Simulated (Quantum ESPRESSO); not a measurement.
# Se: single point with PBE

Crystal: Se.

```
CELL_PARAMETERS angstrom
0.00000 -3.40690 0.00000
-3.40690 0.00000 0.00000
0.00000 0.00000 -3.40690
ATOMIC_POSITIONS crystal
Se 0.48850 0.49933 0.45501
Se 0.01150 0.00067 0.04499
```

This isn't the form of Se at room conditions, which is trigonal, of chains.

- Program: Quantum ESPRESSO 7.5
- Task: single point
- Functional: PBE
- Potentials or basis: SSSP 1.3 efficiency PBE
- Cutoff: 748 eV
- Density cutoff: 5987 eV
- k mesh: 8 × 8 × 8
- Occupations: fermi-dirac, width 0.05 eV
- Spin: no spin polarisation
- Mixing beta: 0.5
- Most SCF iterations: 120
- SCF threshold: 4e-10 Ry

```
Pressure               : 4.2 GPa
Largest force          : 0.486 eV/Å
Band gap on the k mesh : none (metal or under the smearing width)
```

Forces on the atoms (eV/Å):
```
Se   0.006  0.102  0.475
Se  -0.006 -0.102 -0.475
```

Stress tensor (GPa, compression positive):
```
 2.62 -0.02 -0.02
-0.02  3.26 -0.40
-0.02 -0.40  6.75
```

Levels at points of the mesh, in eV from the Fermi level:
```
              k point  band 3  band 4  band 5  band 6  band 7  band 8  band 9  band 10
   (0.00, 0.00, 0.00)   -3.61   -3.59   -3.13    1.52    2.94    3.17    4.03     5.63
  (0.00, 0.00, -0.50)   -2.98   -2.05   -1.99   -1.63    0.36    0.38    6.05     7.93
 (0.00, -0.50, -0.50)   -6.78   -6.77   -0.21   -0.19    2.06    2.07    6.96     6.97
(-0.50, -0.50, -0.50)   -5.23   -5.23   -3.91   -3.90   -2.63   -2.62   13.95    13.95
  (0.00, -0.50, 0.00)   -2.54   -2.53   -0.92   -0.89   -0.40   -0.37    6.73     6.76
  (-0.50, 0.00, 0.00)   -2.63   -2.42   -1.26   -0.62   -0.60   -0.16    6.53     6.99
  (-0.50, 0.00, 0.50)   -6.83   -6.68   -0.38   -0.04    1.98    2.10    6.88     7.03
  (-0.50, 0.50, 0.00)   -7.10   -7.10   -0.07   -0.07    2.34    2.34    7.09     7.10
```

Run time: 50 s on 1 thread of Intel(R) Xeon(R) Platinum 8488C (Sapphire Rapids), on a shared host, peak memory 0.27 GiB.
